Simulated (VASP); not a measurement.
# Cu in VASP: relaxation of the atoms with PBE

Aim: the relaxation of the atoms of Cu with PBE.

Program: VASP 6.6.1. These are calculated values, not measurements. Logs are shortened: lines on timing, memory, paths and dates and some standing lists are left out, and cuts for length are marked.

## Step 1: The structure

The cell holds a slab with vacuum, 3 atoms: a = 2.570 Å, b = 2.570 Å, c = 18.635 Å, α = 90.00°, β = 90.00°, γ = 90.00°.

The cell was built by a generator and needn't be a form met in nature.

## Step 2: Relaxation of the atoms, PBE

File INCAR:

```
SYSTEM = Cu
  PREC = Accurate
  ENCUT = 520
  EDIFF = 1E-6
  ISMEAR = 1
  SIGMA = 0.2
  LREAL = .False.
  LASPH = .True.
  NELM = 60
  ALGO = Normal
  ISIF = 2
  LWAVE = .False.
  LCHARG = .False.
  GGA = PE
  IBRION = 2
  NSW = 40
  EDIFFG = -0.005
  KPAR = 8
```

File KPOINTS:

```
regular mesh
0
Gamma
  18 18 1
  0 0 0
```

File POSCAR:

```
Cu
1.0
    2.5703331496      0.0000000000      0.0000000000
    0.0000000000      2.5703331496      0.0000000000
    0.0000000000      0.0000000000     18.6350000000
Cu
3
Direct
    0.0000000000      0.0000000000      0.4024684733
    0.5000000000      0.5000000000      0.5000000000
    0.0000000000      0.0000000000      0.5975315267
```

Potentials or basis: VASP PAW PBE potentials, release 64 (Cu).

The run is started by

```bash
> cat potpaw_PBE.64/Cu/POTCAR > POTCAR
> mpirun -np 8 vasp_std > vasp.out
```

OUTCAR:

```text
SYSTEM = Cu
   PREC = Accurate
   ENCUT = 520
   EDIFF = 1E-6
   ISMEAR = 1
   LREAL = .False.
   LASPH = .True.
   NELM = 60
   ISIF = 2
   GGA = PE
   IBRION = 2
   NSW = 40
   EDIFFG = -0.005

 ion  position               nearest neighbor table
   1  0.000  0.000  0.402-   2 2.57   2 2.57   2 2.57   2 2.57
   2  0.500  0.500  0.500-   1 2.57   3 2.57   1 2.57   3 2.57   1 2.57   3 2.57   1 2.57   3 2.57

   3  0.000  0.000  0.598-   2 2.57   2 2.57   2 2.57   2 2.57

  LATTYP: Found a simple tetragonal cell.
 ALAT       =     2.5703331496
 C/A-ratio  =     7.2500329395

  Lattice vectors:

 A1 = (   2.5703331496,   0.0000000000,   0.0000000000)
 A2 = (   0.0000000000,   2.5703331496,   0.0000000000)
 A3 = (   0.0000000000,   0.0000000000,  18.6350000000)

Analysis of symmetry for initial positions (statically):
=====================================================================
 Subroutine PRICEL returns:
 Original cell was already a primitive cell.

 Routine SETGRP: Setting up the symmetry group for a
 simple tetragonal supercell.

 Subroutine GETGRP returns: Found 16 space group operations
 (whereof 16 operations were pure point group operations)
 out of a pool of 16 trial point group operations.

The static configuration has the point symmetry D_4h.

Analysis of symmetry for dynamics (positions and initial velocities):
=====================================================================
 Subroutine PRICEL returns:
 Original cell was already a primitive cell.

 Routine SETGRP: Setting up the symmetry group for a
 simple tetragonal supercell.

 Subroutine GETGRP returns: Found 16 space group operations
 (whereof 16 operations were pure point group operations)
 out of a pool of 16 trial point group operations.

The dynamic configuration has the point symmetry D_4h.

 Subroutine INISYM returns: Found 16 space group operations
 (whereof 16 operations are pure point group operations),
 and found     1 'primitive' translations

----------------------------------------------------------------------------------------

                                     Primitive cell

  volume of cell :     123.1142

  direct lattice vectors                    reciprocal lattice vectors
     2.570333150  0.000000000  0.000000000     0.389054625  0.000000000  0.000000000
     0.000000000  2.570333150  0.000000000     0.000000000  0.389054625  0.000000000
     0.000000000  0.000000000 18.635000000     0.000000000  0.000000000  0.053662463

  length of vectors
     2.570333150  2.570333150 18.635000000     0.389054625  0.389054625  0.053662463

  position of ions in fractional coordinates (direct lattice)
     0.000000000  0.000000000  0.402468473
     0.500000000  0.500000000  0.500000000
     0.000000000  0.000000000  0.597531527

  ion indices of the primitive-cell ions
   primitive index   ion index
                 1           1
                 2           2
                 3           3

----------------------------------------------------------------------------------------

 KPOINTS: regular mesh

Automatic generation of k-mesh.
 Grid dimensions read from file:
 generate k-points for:   18   18    1

 Generating k-lattice:

  Cartesian coordinates                     Fractional coordinates (reciprocal lattice)
     0.021614146  0.000000000  0.000000000     0.055555556  0.000000000  0.000000000
     0.000000000  0.021614146  0.000000000     0.000000000  0.055555556  0.000000000
     0.000000000  0.000000000  0.053662463     0.000000000  0.000000000  1.000000000

  Length of vectors
     0.021614146  0.021614146  0.053662463

  Shift w.r.t. Gamma in fractional coordinates (k-lattice)
     0.000000000  0.000000000  0.000000000

 Subroutine IBZKPT returns following result:
 ===========================================

 Found     55 irreducible k-points:

 Following reciprocal coordinates:
            Coordinates               Weight
  0.000000  0.000000  0.000000      1.000000
  0.055556  0.000000  0.000000      4.000000
  0.111111  0.000000  0.000000      4.000000
  0.166667  0.000000  0.000000      4.000000
  0.222222  0.000000  0.000000      4.000000
  0.277778  0.000000  0.000000      4.000000
[... 16 lines left out ...]
  0.277778  0.111111  0.000000      8.000000
  0.333333  0.111111  0.000000      8.000000
 [... further k-points ...]
   k-points           NKPTS =     55   k-points in BZ     NKDIM =     55   number of bands    NBANDS=     20
   number of dos      NEDOS =    301   number of ions     NIONS =      3
   total plane-waves  NPLWV =  56000
   dimension x,y,z NGX =    20 NGY =   20 NGZ =  140
   dimension x,y,z NGXF=    40 NGYF=   40 NGZF=  280
   ions per type =               3
   NGX,Y,Z   is equivalent  to a cutoff of  12.94, 12.94, 12.49 a.u.
   NGXF,Y,Z  is equivalent  to a cutoff of  25.87, 25.87, 24.98 a.u.
 SYSTEM =  Cu
   PREC   = accura    normal or accurate (medium, high low for compatibility)
   ISTART =      0    job   : 0-new  1-cont  2-samecut
   ICHARG =      2    charge: 1-file 2-atom 10-const
   ISPIN  =      1    spin polarized calculation?
   LNONCOLLINEAR =      F non collinear calculations
   LSORBIT =      F    spin-orbit coupling
   LASPH  =      T    aspherical Exc in radial PAW
   ENCUT  =  520.0 eV  38.22 Ry    6.18 a.u.   4.78  4.78 34.65*2*pi/ulx,y,z
   NELM   =     60;   NELMIN=  2; NELMDL= -5     # of ELM steps
   EDIFF  = 0.1E-05   stopping-criterion for ELM
   LREAL  =      F    real-space projection
   EDIFFG = -.5E-02   stopping-criterion for IOM
   NSW    =     40    number of steps for IOM
   IBRION =      2    ionic relax: 0-MD 1-quasi-New 2-CG
   NFREE  =      1    steps in history (QN), initial steepest desc. (CG)
   ISIF   =      2    stress and relaxation
   ISYM   =      2    0-nonsym 1-usesym 2-fastsym
   POTIM  = 0.5000    time-step for ionic-motion
   TEBEG  =    0.0;   TEEND  =   0.0 temperature during run
   PSTRESS=    0.0 pullay stress
   NELECT =      33.0000    total number of electrons
   NUPDOWN=      -1.0000    fix difference up-down
   EMIN   =  10.00;   EMAX   =-10.00  energy-range for DOS
   EFERMI =   0.00;   METHOD = LEGACY
   ISMEAR =     1;   SIGMA  =   0.20  broadening in eV -4-tet -1-fermi 0-gaus
   EFERMI_NEDOS =   21; number of points for ismear=-14 and -15
   IALGO  =     38    algorithm
   IMIX   =      4    mixing-type and parameters
     AMIX     =   0.40;   BMIX     =  1.00
     AMIX_MAG =   1.60;   BMIX_MAG =  1.00
  volume/ion in A,a.u.               =      41.04       276.94
  Fermi-wavevector in a.u.,A,eV,Ry     =   1.055545  1.994691 15.159273  1.114175
  Thomas-Fermi vector in A             =   2.190747
   LORBIT       =      0    0 simple, 1 ext, 2 COOP (PROOUT), +10 PAW based schemes
   GGA     = PE    functional components
   LHFCALC =     F    Hartree Fock is set to
   AEXX    =    0.0000 exact exchange contribution
   IVDW    =     0    specifies the selected vdW correction
   LEPSILON=     F    determine dielectric tensor
   LRPA    =     F    only Hartree local field effects (RPA)
 conjugate gradient relaxation of ions
 non-spin polarized calculation
 Methfessel and Paxton  Order N= 1 SIGMA  =   0.20
  energy-cutoff  :      520.00
  volume of cell :      123.11
 maximum number of plane-waves:      3356
 NGX is ok and might be reduce to    20
   NGX =  9   NGY =  9   NGZ = 69

--------------------------------------- Ionic step        1  -------------------------------------------

 number of electron      32.9999951 magnetization

 Free energy of the ion-electron system (eV)
  ---------------------------------------------------
  ext. energy  EPLUGINS =         0.00000000
  ---------------------------------------------------
  free energy    TOTEN  =        -9.97508991 eV

  energy without entropy =       -9.97465875  energy(sigma->0) =       -9.97494619

------------------------ aborting loop because EDIFF is reached ----------------------------------------

  FORCE on cell =-STRESS in cart. coord.  units (eV):
  Direction    XX          YY          ZZ          XY          YZ          ZX
  --------------------------------------------------------------------------------------
  -------------------------------------------------------------------------------------
  Total       -1.7222159     -1.7222159     -0.6514946      0.0000000      0.0000000      0.0000000
  in kB      -22.4124817    -22.4124817     -8.4783853      0.0000000      0.0000000      0.0000000
  external PRESSURE =     -17.7677829 kB  Pullay stress =       0.0000000 kB

 VOLUME and BASIS-vectors are now :
 -----------------------------------------------------------------------------
  energy-cutoff  :      520.00
  volume of cell :      123.11
      direct lattice vectors                 reciprocal lattice vectors
     2.570333150  0.000000000  0.000000000     0.389054625  0.000000000  0.000000000
     0.000000000  2.570333150  0.000000000     0.000000000  0.389054625  0.000000000
     0.000000000  0.000000000 18.635000000     0.000000000  0.000000000  0.053662463
[... 75 lines left out ...]
 POSITION                                       TOTAL-FORCE (eV/Angst)
 -----------------------------------------------------------------------------------
      0.00000      0.00000      7.53376        -0.000000      0.000000      0.043083
      1.28517      1.28517      9.31750         0.000000     -0.000000      0.000000
      0.00000      0.00000     11.10124         0.000000      0.000000     -0.043083
 -----------------------------------------------------------------------------------
    total drift:                               -0.000000     -0.000000      0.000000

  FREE ENERGIE OF THE ION-ELECTRON SYSTEM (eV)
  ---------------------------------------------------
  free  energy   TOTEN  =        -9.9825892552 eV

  energy  without entropy=       -9.9812980432  energy(sigma->0) =       -9.98215885

--------------------------------------- Ionic step        4  -------------------------------------------

 number of electron      32.9999945 magnetization

 Free energy of the ion-electron system (eV)
  ---------------------------------------------------
  ext. energy  EPLUGINS =         0.00000000
  ---------------------------------------------------
  free energy    TOTEN  =        -9.98307690 eV

  energy without entropy =       -9.98150997  energy(sigma->0) =       -9.98255459

 E-fermi :  -1.0404     XC(G=0):  -4.6806

 val. band max:       -1.0873702305   @ k =   0.5000   0.0000   0.0000
 cond. band min:      -1.0268664775   @ k =   0.5000   0.0556   0.0000
 fundamental gap:      0.0605037530
 Fermi energy:        -1.0403842440

 k-point     1 :       0.0000    0.0000    0.0000
  band No.  band energies     occupation
      1      -9.3544      2.00000
      2      -6.8100      2.00000
      3      -5.6178      2.00000
      4      -5.1189      2.00000
      5      -4.3312      2.00000
      6      -3.9596      2.00000
[... 12 lines left out ...]
     19       0.2176     -0.00000
     20       3.2084      0.00000
[... 507 lines left out ...]
 k-point    24 :       0.3333    0.1111    0.0000
  band No.  band energies     occupation
      1      -6.8195      2.00000
      2      -5.3969      2.00000
      3      -4.7810      2.00000
      4      -4.5182      2.00000
      5      -4.1358      2.00000
      6      -3.8264      2.00000
[... 12 lines left out ...]
     19       3.4068      0.00000
     20       3.6941      0.00000

 [... further k-points ...]

------------------------ aborting loop because EDIFF is reached ----------------------------------------

  FORCE on cell =-STRESS in cart. coord.  units (eV):
  Direction    XX          YY          ZZ          XY          YZ          ZX
  --------------------------------------------------------------------------------------
  -------------------------------------------------------------------------------------
  Total       -1.2751809     -1.2751809     -0.0200197      0.0000000      0.0000000      0.0000000
  in kB      -16.5948812    -16.5948812     -0.2605319      0.0000000      0.0000000      0.0000000
  external PRESSURE =     -11.1500981 kB  Pullay stress =       0.0000000 kB

 VOLUME and BASIS-vectors are now :
 -----------------------------------------------------------------------------
  energy-cutoff  :      520.00
  volume of cell :      123.11
      direct lattice vectors                 reciprocal lattice vectors
     2.570333150  0.000000000  0.000000000     0.389054625  0.000000000  0.000000000
     0.000000000  2.570333150  0.000000000     0.000000000  0.389054625  0.000000000
     0.000000000  0.000000000 18.635000000     0.000000000  0.000000000  0.053662463

 POSITION                                       TOTAL-FORCE (eV/Angst)
 -----------------------------------------------------------------------------------
      0.00000      0.00000      7.54454        -0.000000     -0.000000      0.001957
      1.28517      1.28517      9.31750         0.000000      0.000000      0.000000
      2.57033      2.57033     11.09046         0.000000     -0.000000     -0.001957
 -----------------------------------------------------------------------------------
    total drift:                               -0.000000     -0.000000      0.000000

  FREE ENERGIE OF THE ION-ELECTRON SYSTEM (eV)
  ---------------------------------------------------
  free  energy   TOTEN  =        -9.9830768978 eV

  energy  without entropy=       -9.9815099732  energy(sigma->0) =       -9.98255459

 reached required accuracy - stopping structural energy minimisation
```

Run time: 36 s. Hardware: 8 MPI ranks of AMD EPYC 9R45 (Zen 5), shared host; peak memory 0.3 GiB.

What came out:

```
Free energy               : -9.9831 eV
Energy gained by relaxing : 2.7 meV/atom
Ionic steps               : 4
Band gap on the k mesh    : none (metal or under the smearing width)
```

The path:
```
step  energy change (eV)  largest force (eV/Å)  pressure (GPa)
   1              0.0000                0.1749           -1.78
   2             -0.0027                0.1442           -1.68
   3             -0.0075                0.0431           -1.29
   4             -0.0080                0.0020           -1.12
```

Final structure:
```yaml
crystal:
  lattice:
    - [2.57033, 0.00000, 0.00000]
    - [0.00000, 2.57033, 0.00000]
    - [0.00000, 0.00000, 18.63500]
  atoms:
    - { symbol: Cu, position: [0.00000, 0.00000, 0.40486] }
    - { symbol: Cu, position: [0.50000, 0.50000, 0.50000] }
    - { symbol: Cu, position: [0.00000, 0.00000, 0.59514] }
```

Levels at points of the mesh, in eV from the Fermi level:
| k point | band 13 | band 14 | band 15 | band 16 | band 17 | band 18 | band 19 | band 20 |
| --- | --- | --- | --- | --- | --- | --- | --- | --- |
| (0.00, 0.00, 0.00) | -1.87 | -1.52 | -1.43 | -1.43 | -1.43 | -0.87 | 1.26 | 4.25 |
| (0.50, 0.00, 0.00) | -1.60 | -1.57 | -1.47 | -0.17 | -0.05 | 0.02 | 2.96 | 4.01 |
| (0.50, 0.50, 0.00) | -1.53 | -1.10 | -1.10 | 2.87 | 2.87 | 6.04 | 6.04 | 7.46 |
